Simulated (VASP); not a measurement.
# Zone-centre spectra of SiC (Moissanite), part 3 of 7

What would a Raman spectrum of SiC (Moissanite) look like? The cell is of the wurtzite type, one of the forms listed for this formula. The start is a cell from a database of measured crystal structures.

VASP 6.6.1, plane waves and PAW; the level of theory is named at each step.

So far. Step 3 (Relaxation): At LDA, with these data sets, the largest force is down to 3.3e-4 eV/Å, and the volume now lies -1.2 % from that of the session's start. The relaxed cell has a = 3.064, c = 5.029 Å (conventional setting).

## Step 4: Modes at the zone centre (continued)

Level of this step: LDA; plane waves and PAW (Si, C) (VASP).

OUTCAR, selected parts (step 4):

```text
  LATTYP: Found a hexagonal cell.
 ALAT       =     3.0639158633
 C/A-ratio  =     1.6413645583

 Found     30 irreducible k-points:

   k-points           NKPTS =     30   k-points in BZ     NKDIM =     30   number of bands    NBANDS=     14

   ENCUT  =  520.0 eV  38.22 Ry    6.18 a.u.   5.70  5.70  9.35*2*pi/ulx,y,z

   NELECT =      16.0000    total number of electrons

  Total        0.0023485      0.0023485     -0.0036356     -0.0000000      0.0000000      0.0000000
  in kB        0.0920318      0.0920318     -0.1424695     -0.0000000      0.0000000      0.0000000
  external PRESSURE =       0.0138647 kB  Pullay stress =       0.0000000 kB

 POSITION                                       TOTAL-FORCE (eV/Angst)
 -----------------------------------------------------------------------------------
      1.53196      0.88448      2.53771         0.000000      0.000000     -0.000481
     -0.00000      1.76895      0.02321        -0.000000      0.000000     -0.000481
      1.53196      0.88448      4.42746         0.000000      0.000000      0.000481
     -0.00000      1.76895      1.91296        -0.000000      0.000000      0.000481
 -----------------------------------------------------------------------------------
    total drift:                               -0.000000      0.000000     -0.000050

 MACROSCOPIC STATIC DIELECTRIC TENSOR (including local field effects in DFT)
 ------------------------------------------------------
           7.013704    -0.000000     0.000000
          -0.000000     7.013704     0.000000
           0.000000     0.000000     7.279052
 ------------------------------------------------------

 PIEZOELECTRIC TENSOR (including local field effects)  for field in x, y, z        (C/m^2)
          XX          YY          ZZ          XY          YZ          ZX
  --------------------------------------------------------------------------------
  x     0.00000     0.00000     0.00000     0.00000    -0.00000     0.59002
  y     0.00000    -0.00000     0.00000     0.00000     0.59002    -0.00000
  z     0.46594     0.46594    -0.80361    -0.00000     0.00000     0.00000

 BORN EFFECTIVE CHARGES (including local field effects) (in |e|, cummulative output)
 ---------------------------------------------------------------------------------
 ion    1
    1     2.67600    -0.00000     0.00000
    2    -0.00000     2.67600    -0.00000
    3     0.00000     0.00000     2.86864
 ion    2
    1     2.67600    -0.00000     0.00000
    2    -0.00000     2.67600    -0.00000
    3    -0.00000    -0.00000     2.86864
 ion    3
    1    -2.67600     0.00000    -0.00000
    2     0.00000    -2.67600    -0.00000
    3     0.00000     0.00000    -2.86864
 ion    4
    1    -2.67600     0.00000    -0.00000
    2     0.00000    -2.67600     0.00000
    3    -0.00000    -0.00000    -2.86864

 Eigenvectors and eigenvalues of the dynamical matrix
 ----------------------------------------------------

   1 f  =   25.107303 THz   157.753835 2PiTHz  837.489469 cm-1   103.835414 meV
             X         Y         Z           dx          dy          dz
      1.531958  0.884476  2.537709    -0.000000    0.000000   -0.010865
     -0.000000  1.768953  0.023207    -0.000000    0.000000    0.010865
      1.531958  0.884476  4.427460     0.000000   -0.000000   -0.707023
     -0.000000  1.768953  1.912959     0.000000   -0.000000    0.707023

   2 f  =   23.928465 THz   150.346978 2PiTHz  798.167671 cm-1    98.960134 meV
             X         Y         Z           dx          dy          dz
      1.531958  0.884476  2.537709    -0.370733    0.111104    0.000000
     -0.000000  1.768953  0.023207    -0.370733    0.111104   -0.000000
      1.531958  0.884476  4.427460     0.566879   -0.169885   -0.000000
     -0.000000  1.768953  1.912959     0.566879   -0.169885   -0.000000

   3 f  =   23.928465 THz   150.346978 2PiTHz  798.167671 cm-1    98.960134 meV
             X         Y         Z           dx          dy          dz
      1.531958  0.884476  2.537709    -0.111104   -0.370733   -0.000000
     -0.000000  1.768953  0.023207    -0.111104   -0.370733   -0.000000
      1.531958  0.884476  4.427460     0.169885    0.566879    0.000000
     -0.000000  1.768953  1.912959     0.169885    0.566879    0.000000

   4 f  =   23.045173 THz   144.797095 2PiTHz  768.704243 cm-1    95.307136 meV
             X         Y         Z           dx          dy          dz
      1.531958  0.884476  2.537709     0.000000   -0.000000   -0.387031
     -0.000000  1.768953  0.023207    -0.000000    0.000000   -0.387031
      1.531958  0.884476  4.427460     0.000000   -0.000000    0.591783
     -0.000000  1.768953  1.912959    -0.000000    0.000000    0.591783

   5 f  =   22.927076 THz   144.055070 2PiTHz  764.764953 cm-1    94.818727 meV
             X         Y         Z           dx          dy          dz
      1.531958  0.884476  2.537709    -0.348259    0.104368   -0.000000
     -0.000000  1.768953  0.023207     0.348259   -0.104368   -0.000000
      1.531958  0.884476  4.427460    -0.580957    0.174104    0.000000
     -0.000000  1.768953  1.912959     0.580957   -0.174104    0.000000

   6 f  =   22.927076 THz   144.055070 2PiTHz  764.764953 cm-1    94.818727 meV
             X         Y         Z           dx          dy          dz
      1.531958  0.884476  2.537709    -0.104368   -0.348259    0.000000
     -0.000000  1.768953  0.023207     0.104368    0.348259    0.000000
      1.531958  0.884476  4.427460    -0.174104   -0.580957   -0.000000
     -0.000000  1.768953  1.912959     0.174104    0.580957   -0.000000

   7 f  =   17.888466 THz   112.396547 2PiTHz  596.694997 cm-1    73.980718 meV
             X         Y         Z           dx          dy          dz
      1.531958  0.884476  2.537709     0.000000   -0.000000    0.707023
     -0.000000  1.768953  0.023207    -0.000000    0.000000   -0.707023
      1.531958  0.884476  4.427460     0.000000   -0.000000   -0.010865
     -0.000000  1.768953  1.912959    -0.000000    0.000000    0.010865

   8 f  =    7.700455 THz    48.383383 2PiTHz  256.859519 cm-1    31.846507 meV
             X         Y         Z           dx          dy          dz
      1.531958  0.884476  2.537709     0.580959   -0.174096   -0.000000
     -0.000000  1.768953  0.023207    -0.580959    0.174096   -0.000000
      1.531958  0.884476  4.427460    -0.348260    0.104363    0.000000
     -0.000000  1.768953  1.912959     0.348260   -0.104363    0.000000

   9 f  =    7.700455 THz    48.383383 2PiTHz  256.859519 cm-1    31.846507 meV
             X         Y         Z           dx          dy          dz
      1.531958  0.884476  2.537709    -0.174096   -0.580959   -0.000000
     -0.000000  1.768953  0.023207     0.174096    0.580959    0.000000
      1.531958  0.884476  4.427460     0.104363    0.348260   -0.000000
     -0.000000  1.768953  1.912959    -0.104363   -0.348260   -0.000000

  10 f/i=    0.000484 THz     0.003041 2PiTHz    0.016146 cm-1     0.002002 meV
             X         Y         Z           dx          dy          dz
      1.531958  0.884476  2.537709    -0.589168    0.055617   -0.000000
     -0.000000  1.768953  0.023207    -0.589168    0.055617   -0.000000
      1.531958  0.884476  4.427460    -0.385311    0.036373   -0.000000
     -0.000000  1.768953  1.912959    -0.385311    0.036373   -0.000000

  11 f/i=    0.000484 THz     0.003041 2PiTHz    0.016146 cm-1     0.002002 meV
             X         Y         Z           dx          dy          dz
      1.531958  0.884476  2.537709    -0.055617   -0.589168    0.000000
     -0.000000  1.768953  0.023207    -0.055617   -0.589168    0.000000
      1.531958  0.884476  4.427460    -0.036373   -0.385311    0.000000
     -0.000000  1.768953  1.912959    -0.036373   -0.385311    0.000000

  12 f/i=    0.000760 THz     0.004772 2PiTHz    0.025335 cm-1     0.003141 meV
             X         Y         Z           dx          dy          dz
      1.531958  0.884476  2.537709     0.000000   -0.000000   -0.591783
     -0.000000  1.768953  0.023207     0.000000   -0.000000   -0.591783
      1.531958  0.884476  4.427460     0.000000   -0.000000   -0.387031
     -0.000000  1.768953  1.912959     0.000000   -0.000000   -0.387031

 MACROSCOPIC STATIC DIELECTRIC TENSOR IONIC CONTRIBUTION
 ------------------------------------------------------
           3.215972    -0.000000     0.000000
          -0.000000     3.215972     0.000000
           0.000000     0.000000     3.984346
 ------------------------------------------------------

 ELASTIC MODULI CONTR FROM IONIC RELAXATION (kBar)
 Direction    XX          YY          ZZ          XY          YZ          ZX
 --------------------------------------------------------------------------------
 XX        -497.7095    257.6346    227.1575      0.0000      0.0000     -0.0000
 YY         257.6346   -497.7095    227.1575      0.0000     -0.0000      0.0000
 ZZ         227.1575    227.1575   -429.8705     -0.0000      0.0000      0.0000
 XY           0.0000      0.0000     -0.0000   -377.6720     -0.0000     -0.0000
 YZ           0.0000     -0.0000      0.0000     -0.0000   -133.7272      0.0000
 ZX          -0.0000      0.0000      0.0000     -0.0000      0.0000   -138.8294
 --------------------------------------------------------------------------------

 PIEZOELECTRIC TENSOR IONIC CONTR  for field in x, y, z        (C/m^2)
          XX          YY          ZZ          XY          YZ          ZX
  --------------------------------------------------------------------------------
  x    -0.00000     0.00000     0.00000    -0.00000     0.00000    -0.62874
  y     0.00000    -0.00000     0.00000    -0.00000    -0.61708     0.00000
  z    -0.65074    -0.65074     1.23146     0.00000    -0.00000    -0.00000

[... 4 parts as in an earlier step ...]

[... 3 further parts left out ...]
```

CONTCAR:

```
SiC
   1.00000000000000
     3.0639158633000001    0.0000000000000000    0.0000000000000000
    -1.5319579317000001    2.6534289726000000    0.0000000000000000
     0.0000000000000000    0.0000000000000000    5.0290029075999998
  Si              C
     2     2
Direct
     0.6666666667000030    0.3333333332999970    0.5046146513000025
     0.3333333332999970    0.6666666667000030    0.0046146513000025
     0.6666666667000030    0.3333333332999970    0.8803853487000026
     0.3333333332999970    0.6666666667000030    0.3803853487000026
```

The gap is read on the k-mesh alone, so it is an upper bound where the band edges lie off the mesh. Energies printed during the response cycles are not total energies of the cell.

Numbers from this step:

* pressure of the cell: 0.001386 GPa
* largest force of the cell: 4.81e-4 eV/Å
* Fermi energy: 8.255 eV
* gap on the k-mesh: 2.385 eV
* least direct gap on the k-mesh: 3.910 eV

Electronic dielectric tensor with local fields:

```
7.01 0.00 0.00
0.00 7.01 0.00
0.00 0.00 7.28
```

Ionic part of the static dielectric tensor:

```
3.22 0.00 0.00
0.00 3.22 0.00
0.00 0.00 3.98
```

Born effective charge (e), principal values of the symmetric part by kind of site:

```tsv
atom	atoms with these values	low	middle	high	mean
Si1	2	2.68	2.68	2.87	2.74
C3	2	-2.87	-2.68	-2.68	-2.74
```

In full for Si1:

```
2.68 0.00 0.00
0.00 2.68 0.00
0.00 0.00 2.87
```

Lines of the infrared spectrum (strongest = 100):

```tsv
position (cm⁻¹)	lines merged	squared mode dipole, relative
257	2	0.0
597	1	0.0
765	2	0.0
769	1	57
798	2	100
837	1	0.0
```

Transverse limit, no LO-TO splitting. Modes at Γ, with each element's share of the kinetic energy:

```tsv
mode	frequency (cm⁻¹)	symmetry	IR	Si %	C %
1	0.0	acoustic	2.1e-9	70	30
2	0.0	acoustic	7.5e-10	70	30
3	0.0	acoustic	7.5e-10	70	30
4	256.9	E2	0	74	26
5	256.9	E2	0	74	26
6	596.7	B	0	100	0
7	764.8	E2	0	26	74
8	764.8	E2	0	26	74
9	768.7	A1	2.0	30	70
10	798.2	E1	1.7	30	70
11	798.2	E1	1.7	30	70
12	837.5	B	0	0	100
```

Displacements in mode 5 (256.9 cm⁻¹), the largest set to 1:
```
Si1  1.00 -0.30  0.00
Si2 -1.00  0.30  0.00
C3  -0.92  0.27  0.00
C4   0.92 -0.27  0.00
```

Displacements in mode 12 (837.5 cm⁻¹), the largest set to 1:
```
Si1  0.00  0.00 -0.01
Si2  0.00  0.00  0.01
C3   0.00  0.00 -1.00
C4   0.00  0.00  1.00
```

Piezoelectric tensor, ionic part (C/m²), by row:

```tsv
field	xx	yy	zz	xy	yz	zx
x	0	0	0	0	0	-0.6287
y	0	0	0	0	-0.6171	0
z	-0.6507	-0.6507	1.231	0	0	0
```

Piezoelectric tensor with clamped ions (C/m²), by row:

```tsv
field	xx	yy	zz	xy	yz	zx
x	0	0	0	0	0	0.59
y	0	0	0	0	0.59	0
z	0.4659	0.4659	-0.8036	0	0	0
```

The mean electronic (clamped-ion) dielectric constant is 7.10. The three acoustic modes come out within 0.025 cm⁻¹ of zero.

(Continued in part 4 of 7.)

[Lines on the potential files, build, host, timing and source positions are cut from VASP's logs without a mark.]

[Logs are printed without paths, hosts, clocks, repeated set-up lines and the standing remarks that a program may print on its own settings, such as how far it seeks lower states.]

[Hosts, paths, dates, database ids (printed as entryN), source tags and the programs' standing remarks are cut or masked in the printed files.]
